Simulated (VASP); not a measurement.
# MgSi (P4/mmm) in VASP: a series of runs

The runs below take MgSi through single point, with r2SCAN.

All numbers are computed with VASP 6.6.1; they aren't measurements. Logs are shortened: lines on timing, memory, paths and dates and some standing lists are left out, and cuts for length are marked.

### Step 1. Starting point

It takes space group P4/mmm (No. 123, tetragonal). The conventional cell has a = 2.665 Å, b = 2.665 Å, c = 4.888 Å, α = 90.00°, β = 90.00°, γ = 90.00°. Around Mg (site symmetry 4/mmm) lie 4 Mg at 2.66 Å. Around Si (site symmetry 4/mmm) lie 4 Si at 2.66 Å.

The cell comes from a database or a generator and needn't be the stable form of this composition.

### Step 2. Single point, r2SCAN

Input file POSCAR:

```
MgSi
1.0
    2.6648460377      0.0000000000      0.0000000000
    0.0000000000      2.6648460377      0.0000000000
    0.0000000000      0.0000000000      4.8877495747
Mg Si
1 1
Direct
    0.0000000000      0.0000000000      0.0000000000
    0.5000000000      0.5000000000      0.5000000000
```

Input file INCAR.step1:

```
  PREC = Accurate
  ENCUT = 520
  ISMEAR = 0
  SIGMA = 0.15
  LREAL = F
  LASPH = T
  NELM = 100
  NBANDS = 10
  GGA = PE
  ALGO = Normal
  EDIFF = 1E-4
  LWAVE = T
  LCHARG = F
```

Input file INCAR.step2:

```
  PREC = Accurate
  ENCUT = 520
  EDIFF = 1E-6
  ISMEAR = 0
  SIGMA = 0.15
  LREAL = F
  LASPH = T
  NELM = 100
  ALGO = Normal
  ISIF = 2
  LWAVE = F
  LCHARG = T
  METAGGA = R2SCAN
  LMIXTAU = T
  LELF = T
  LVHAR = T
  NBANDS = 10
  ISTART = 1
```

Input file KPOINTS:

```
Automatic mesh
0
Gamma
  18 18 14
```

Potentials or basis: VASP PAW PBE potentials, release 64 (Mg, Si).

Launch:

```bash
$ cat potpaw_PBE.64/Mg/POTCAR potpaw_PBE.64/Si/POTCAR > POTCAR
$ cp INCAR.step1 INCAR
$ mpirun -np 1 vasp_std > vasp.out
$ cp INCAR.step2 INCAR
$ mpirun -np 1 vasp_std > vasp.out
```

OUTCAR:

```text
PREC = Accurate
   ENCUT = 520
   EDIFF = 1E-6
   ISMEAR = 0
   LREAL = F
   LASPH = T
   NELM = 100
   ISIF = 2
   METAGGA = R2SCAN
   ISTART = 1

 ion  position               nearest neighbor table
   1  0.000  0.000  0.000-   2 3.09   2 3.09   2 3.09   2 3.09   2 3.09   2 3.09   2 3.09   2 3.09

   2  0.500  0.500  0.500-   1 3.09   1 3.09   1 3.09   1 3.09   1 3.09   1 3.09   1 3.09   1 3.09

  LATTYP: Found a simple tetragonal cell.
 ALAT       =     2.6648460377
 C/A-ratio  =     1.8341583362

  Lattice vectors:

 A1 = (   2.6648460377,   0.0000000000,   0.0000000000)
 A2 = (   0.0000000000,   2.6648460377,   0.0000000000)
 A3 = (   0.0000000000,   0.0000000000,   4.8877495747)

Analysis of symmetry for initial positions (statically):
=====================================================================
 Subroutine PRICEL returns:
 Original cell was already a primitive cell.

 Routine SETGRP: Setting up the symmetry group for a
 simple tetragonal supercell.

 Subroutine GETGRP returns: Found 16 space group operations
 (whereof 16 operations were pure point group operations)
 out of a pool of 16 trial point group operations.

The static configuration has the point symmetry D_4h.

Analysis of symmetry for dynamics (positions and initial velocities):
=====================================================================
 Subroutine PRICEL returns:
 Original cell was already a primitive cell.

 Routine SETGRP: Setting up the symmetry group for a
 simple tetragonal supercell.

 Subroutine GETGRP returns: Found 16 space group operations
 (whereof 16 operations were pure point group operations)
 out of a pool of 16 trial point group operations.

The dynamic configuration has the point symmetry D_4h.

 Subroutine INISYM returns: Found 16 space group operations
 (whereof 16 operations are pure point group operations),
 and found     1 'primitive' translations

----------------------------------------------------------------------------------------

                                     Primitive cell

  volume of cell :      34.7099

  direct lattice vectors                    reciprocal lattice vectors
     2.664846038  0.000000000  0.000000000     0.375256201  0.000000000  0.000000000
     0.000000000  2.664846038  0.000000000     0.000000000  0.375256201  0.000000000
     0.000000000  0.000000000  4.887749575     0.000000000  0.000000000  0.204593133

  length of vectors
     2.664846038  2.664846038  4.887749575     0.375256201  0.375256201  0.204593133

  position of ions in fractional coordinates (direct lattice)
     0.000000000  0.000000000  0.000000000
     0.500000000  0.500000000  0.500000000

  ion indices of the primitive-cell ions
   primitive index   ion index
                 1           1
                 2           2

----------------------------------------------------------------------------------------

 KPOINTS: Automatic mesh

Automatic generation of k-mesh.
 Grid dimensions read from file:
 generate k-points for:   18   18   14

 Generating k-lattice:

  Cartesian coordinates                     Fractional coordinates (reciprocal lattice)
     0.020847567  0.000000000  0.000000000     0.055555556  0.000000000  0.000000000
     0.000000000  0.020847567  0.000000000     0.000000000  0.055555556  0.000000000
     0.000000000  0.000000000  0.014613795     0.000000000  0.000000000  0.071428571

  Length of vectors
     0.020847567  0.020847567  0.014613795

  Shift w.r.t. Gamma in fractional coordinates (k-lattice)
     0.000000000  0.000000000  0.000000000

 Subroutine IBZKPT returns following result:
 ===========================================

 Found    440 irreducible k-points:

 Following reciprocal coordinates:
            Coordinates               Weight
  0.000000  0.000000  0.000000      1.000000
  0.055556  0.000000  0.000000      4.000000
  0.111111  0.000000  0.000000      4.000000
  0.166667  0.000000  0.000000      4.000000
  0.222222  0.000000  0.000000      4.000000
  0.277778  0.000000  0.000000      4.000000
[... 16 lines left out ...]
  0.277778  0.111111  0.000000      8.000000
  0.333333  0.111111  0.000000      8.000000
 [... further k-points ...]
   k-points           NKPTS =    440   k-points in BZ     NKDIM =    440   number of bands    NBANDS=     10
   number of dos      NEDOS =    301   number of ions     NIONS =      2
   total plane-waves  NPLWV =  14400
   dimension x,y,z NGX =    20 NGY =   20 NGZ =   36
   dimension x,y,z NGXF=    40 NGYF=   40 NGZF=   72
   ions per type =               1   1
   NGX,Y,Z   is equivalent  to a cutoff of  12.48, 12.48, 12.24 a.u.
   NGXF,Y,Z  is equivalent  to a cutoff of  24.95, 24.95, 24.49 a.u.
 SYSTEM =  unknown system
   PREC   = accura    normal or accurate (medium, high low for compatibility)
   ISTART =      1    job   : 0-new  1-cont  2-samecut
   ICHARG =      0    charge: 1-file 2-atom 10-const
   ISPIN  =      1    spin polarized calculation?
   LNONCOLLINEAR =      F non collinear calculations
   LSORBIT =      F    spin-orbit coupling
   LASPH  =      T    aspherical Exc in radial PAW
   ENCUT  =  520.0 eV  38.22 Ry    6.18 a.u.   4.95  4.95  9.09*2*pi/ulx,y,z
   NELM   =    100;   NELMIN=  2; NELMDL=  0     # of ELM steps
   EDIFF  = 0.1E-05   stopping-criterion for ELM
   LREAL  =      F    real-space projection
   EDIFFG = 0.1E-04   stopping-criterion for IOM
   NSW    =      0    number of steps for IOM
   IBRION =     -1    ionic relax: 0-MD 1-quasi-New 2-CG
   NFREE  =      0    steps in history (QN), initial steepest desc. (CG)
   ISIF   =      2    stress and relaxation
   ISYM   =      2    0-nonsym 1-usesym 2-fastsym
   POTIM  = 0.5000    time-step for ionic-motion
   TEBEG  =    0.0;   TEEND  =   0.0 temperature during run
   PSTRESS=    0.0 pullay stress
   NELECT =       6.0000    total number of electrons
   NUPDOWN=      -1.0000    fix difference up-down
   EMIN   =  10.00;   EMAX   =-10.00  energy-range for DOS
   EFERMI =   0.00;   METHOD = LEGACY
   ISMEAR =     0;   SIGMA  =   0.15  broadening in eV -4-tet -1-fermi 0-gaus
   EFERMI_NEDOS =   21; number of points for ismear=-14 and -15
   IALGO  =     38    algorithm
   IMIX   =      4    mixing-type and parameters
     AMIX     =   0.40;   BMIX     =  1.00
     AMIX_MAG =   1.60;   BMIX_MAG =  1.00
  volume/ion in A,a.u.               =      17.35       117.12
  Fermi-wavevector in a.u.,A,eV,Ry     =   0.911957  1.723348 11.315488  0.831665
  Thomas-Fermi vector in A             =   2.036296
   LORBIT       =      0    0 simple, 1 ext, 2 COOP (PROOUT), +10 PAW based schemes
   METAGGA = R2SCAN    functional components
   LHFCALC =     F    Hartree Fock is set to
   AEXX    =    0.0000 exact exchange contribution
   IVDW    =     0    specifies the selected vdW correction
   LEPSILON=     F    determine dielectric tensor
   LRPA    =     F    only Hartree local field effects (RPA)
 non-spin polarized calculation
 Gauss-broadening in eV      SIGMA  =   0.15
  energy-cutoff  :      520.00
  volume of cell :       34.71
 maximum number of plane-waves:       952
 NGX is ok and might be reduce to    20

 number of electron       6.0000001 magnetization

 Free energy of the ion-electron system (eV)
  ---------------------------------------------------
  ext. energy  EPLUGINS =         0.00000000
  ---------------------------------------------------
  free energy    TOTEN  =       -12.23630773 eV

  energy without entropy =      -12.22982184  energy(sigma->0) =      -12.23306478

 E-fermi :   6.1812     XC(G=0): -10.4929

 val. band max:        6.1760719296   @ k =   0.5000   0.3889   0.0000
 cond. band min:       6.1875749393   @ k =   0.5000   0.3889   0.0714
 fundamental gap:      0.0115030097
 Fermi energy:         6.1811999301

 k-point     1 :       0.0000    0.0000    0.0000
  band No.  band energies     occupation
      1      -6.0353      2.00000
      2       1.3091      2.00000
      3       2.1850      2.00000
      4      13.7294      0.00000
      5      13.7294      0.00000
      6      13.7923      0.00000
      7      18.4689      0.00000
      8      18.8529      0.00000
      9      18.9050      0.00000
     10      19.7355      0.00000

 k-point     2 :       0.0556    0.0000    0.0000
  band No.  band energies     occupation
      1      -5.9689      2.00000
      2       1.3710      2.00000
      3       2.2523      2.00000
      4      12.0735      0.00000
      5      13.7835      0.00000
      6      15.0910      0.00000
      7      18.3717      0.00000
      8      18.7408      0.00000
      9      18.8646      0.00000
     10      19.8425      0.00000

 k-point     3 :       0.1111    0.0000    0.0000
  band No.  band energies     occupation
      1      -5.7698      2.00000
      2       1.5566      2.00000
      3       2.4535      2.00000
      4      10.2697      0.00000
      5      13.9453      0.00000
      6      15.9162      0.00000
      7      17.2677      0.00000
      8      17.6885      0.00000
      9      19.4906      0.00000
     10      19.7793      0.00000

 k-point     4 :       0.1667    0.0000    0.0000
  band No.  band energies     occupation
      1      -5.4392      2.00000
      2       1.8646      2.00000
      3       2.7861      2.00000
      4       8.4730      0.00000
      5      14.2127      0.00000
      6      15.7838      0.00000
      7      15.9666      0.00000
      8      16.6031      0.00000
      9      19.8415      0.00000
     10      19.8781      0.00000

 k-point     5 :       0.2222    0.0000    0.0000
  band No.  band energies     occupation
      1      -4.9788      2.00000
      2       2.2927      2.00000
      3       3.2442      2.00000
      4       6.7400      0.00000
      5      14.2044      0.00000
      6      14.3823      0.00000
      7      14.5813      0.00000
      8      17.0888      0.00000
      9      20.1161      0.00000
     10      20.2787      0.00000

 k-point     6 :       0.2778    0.0000    0.0000
  band No.  band energies     occupation
      1      -4.3919      2.00000
      2       2.8361      2.00000
      3       3.8049      2.00000
      4       5.1159      2.00000
      5      12.5342      0.00000
      6      12.9485      0.00000
      7      15.0424      0.00000
      8      17.6451      0.00000
      9      20.5025      0.00000
     10      20.7304      0.00000
[... 183 lines left out ...]
 k-point    21 :       0.1667    0.1111    0.0000
  band No.  band energies     occupation
      1      -5.1746      2.00000
      2       2.1125      2.00000
      3       3.0509      2.00000
      4       8.5230      0.00000
      5      11.4493      0.00000
      6      15.6511      0.00000
      7      16.2008      0.00000
      8      18.2741      0.00000
      9      19.2708      0.00000
     10      19.7168      0.00000

 k-point    22 :       0.2222    0.1111    0.0000
  band No.  band energies     occupation
      1      -4.7149      2.00000
      2       2.5409      2.00000
      3       3.5061      2.00000
      4       6.9108      0.00000
      5      11.7175      0.00000
      6      14.4383      0.00000
      7      14.4456      0.00000
      8      18.6320      0.00000
      9      19.4144      0.00000
     10      20.1626      0.00000

 k-point    23 :       0.2778    0.1111    0.0000
  band No.  band energies     occupation
      1      -4.1289      2.00000
      2       3.0847      2.00000
      3       4.0621      2.00000
      4       5.3290      2.00000
      5      12.1612      0.00000
      6      12.7770      0.00000
      7      13.1147      0.00000
      8      19.0998      0.00000
      9      19.6637      0.00000
     10      20.4870      0.00000

 k-point    24 :       0.3333    0.1111    0.0000
  band No.  band energies     occupation
      1      -3.4229      2.00000
      2       3.7135      2.00000
      3       3.7326      2.00000
      4       4.8481      2.00000
      5      11.2418      0.00000
      6      11.7340      0.00000
      7      12.7758      0.00000
      8      19.4414      0.00000
      9      19.6468      0.00000
     10      20.6303      0.00000

 [... further k-points ...]

------------------------ aborting loop because EDIFF is reached ----------------------------------------

  FORCE on cell =-STRESS in cart. coord.  units (eV):
  Direction    XX          YY          ZZ          XY          YZ          ZX
  --------------------------------------------------------------------------------------
  -------------------------------------------------------------------------------------
  Total        1.0677456      1.0677456     -2.4861593      0.0000000      0.0000000     -0.0000000
  in kB       49.2861825     49.2861825   -114.7588896      0.0000000      0.0000000     -0.0000000
  external PRESSURE =      -5.3955082 kB  Pullay stress =       0.0000000 kB

 VOLUME and BASIS-vectors are now :
 -----------------------------------------------------------------------------
  energy-cutoff  :      520.00
  volume of cell :       34.71
      direct lattice vectors                 reciprocal lattice vectors
     2.664846038  0.000000000  0.000000000     0.375256201  0.000000000  0.000000000
     0.000000000  2.664846038  0.000000000     0.000000000  0.375256201  0.000000000
     0.000000000  0.000000000  4.887749575     0.000000000  0.000000000  0.204593133

 POSITION                                       TOTAL-FORCE (eV/Angst)
 -----------------------------------------------------------------------------------
      0.00000      0.00000      0.00000         0.000000      0.000000      0.000000
      1.33242      1.33242      2.44387         0.000000      0.000000      0.000000
 -----------------------------------------------------------------------------------
    total drift:                                0.000000      0.000000      0.000000

  FREE ENERGIE OF THE ION-ELECTRON SYSTEM (eV)
  ---------------------------------------------------
  free  energy   TOTEN  =       -12.2363077312 eV

  energy  without entropy=      -12.2298218352  energy(sigma->0) =      -12.23306478
```

It took 2.4 min on 1 thread of Intel Xeon 6975P-C (Granite Rapids), shared host; peak memory 0.28 GiB.

Results:

| Quantity | Value |
| --- | --- |
| Free energy | -12.2363 eV |
| Pressure | -0.5 GPa |
| Band gap on the k mesh | none (metal or under the smearing width) |

Stress tensor (GPa, compression positive):
```
  4.93   0.00   0.00
  0.00   4.93   0.00
  0.00   0.00 -11.48
```

Caveat: the PAW data sets were made with another functional, which shifts forces and pressure a little.

### Step 3. Single point, r2SCAN

This run uses another cell than the first one, of the same volume but with other edges.

Input file POSCAR:

```
MgSi
1.0
    2.9482399651      0.0000000000      0.0000000000
    0.0000000000      2.9482399651      0.0000000000
    0.0000000000      0.0000000000      3.9932595021
Mg Si
1 1
Direct
    0.0000000000      0.0000000000      0.0000000000
    0.5000000000      0.5000000000      0.5000000000
```

Input file INCAR.step1:

```
SYSTEM = MgSi
ALGO = Normal ; EDIFF = 1E-4
ENCUT = 520 ; GGA = PE
ISMEAR = 0 ; LASPH = .TRUE.
LCHARG = .FALSE. ; LREAL = .FALSE.
LWAVE = .TRUE. ; NBANDS = 10
NELM = 100 ; PREC = Accurate
SIGMA = 0.15
```

Input file INCAR.step2:

```
SYSTEM = MgSi
ALGO = Normal ; EDIFF = 1E-7
ENCUT = 520 ; ISIF = 2
ISMEAR = 0 ; ISTART = 1
LASPH = .TRUE. ; LCHARG = .FALSE.
LMIXTAU = .TRUE. ; LREAL = .FALSE.
LWAVE = .FALSE. ; METAGGA = R2SCAN
NBANDS = 10 ; NELM = 100
PREC = Accurate ; SIGMA = 0.15
```

Input file KPOINTS:

```
k-points
0
G
  18 18 14
  0 0 0
```

Potentials or basis: VASP PAW PBE potentials, release 64 (Mg, Si).

Launch:

```bash
$ cat potpaw_PBE.64/Mg/POTCAR potpaw_PBE.64/Si/POTCAR > POTCAR
$ cp INCAR.step1 INCAR
$ mpirun -np 1 vasp_std > vasp.out
$ cp INCAR.step2 INCAR
$ mpirun -np 1 vasp_std > vasp.out
```

Wall time 2.5 min (1 thread of Intel Xeon 6975P-C (Granite Rapids), shared host); peak memory 0.29 GiB.

It converged, with:

```
Free energy            : -12.6345 eV
Pressure               : -1.0 GPa
Band gap on the k mesh : none (metal or under the smearing width)
```

Stress tensor (GPa, compression positive):
```
-0.87  0.00  0.00
 0.00 -0.87  0.00
 0.00  0.00 -1.37
```

Levels at points of the mesh, in eV from the Fermi level:
| k point | band 1 | band 2 | band 3 | band 4 | band 5 | band 6 | band 7 | band 8 |
| --- | --- | --- | --- | --- | --- | --- | --- | --- |
| (0.00, 0.00, 0.00) | -11.89 | -2.67 | -0.33 | 4.24 | 4.24 | 5.41 | 8.75 | 13.13 |
| (0.50, 0.00, 0.00) | -8.48 | -6.24 | 0.03 | 3.17 | 3.44 | 5.05 | 6.50 | 10.33 |
| (0.50, 0.50, 0.00) | -4.85 | -3.48 | -3.48 | 0.51 | 2.95 | 6.01 | 6.01 | 7.14 |
| (0.00, 0.00, 0.50) | -10.70 | -7.42 | 4.84 | 4.84 | 6.98 | 9.05 | 9.19 | 9.38 |
| (0.50, 0.00, 0.50) | -7.40 | -5.15 | -4.16 | -1.46 | 7.21 | 11.06 | 11.17 | 11.32 |
| (0.50, 0.50, 0.50) | -3.60 | -2.56 | -2.56 | -0.94 | 1.20 | 1.20 | 1.49 | 5.90 |

Caveat: the PAW data sets were made with another functional, which shifts forces and pressure a little.
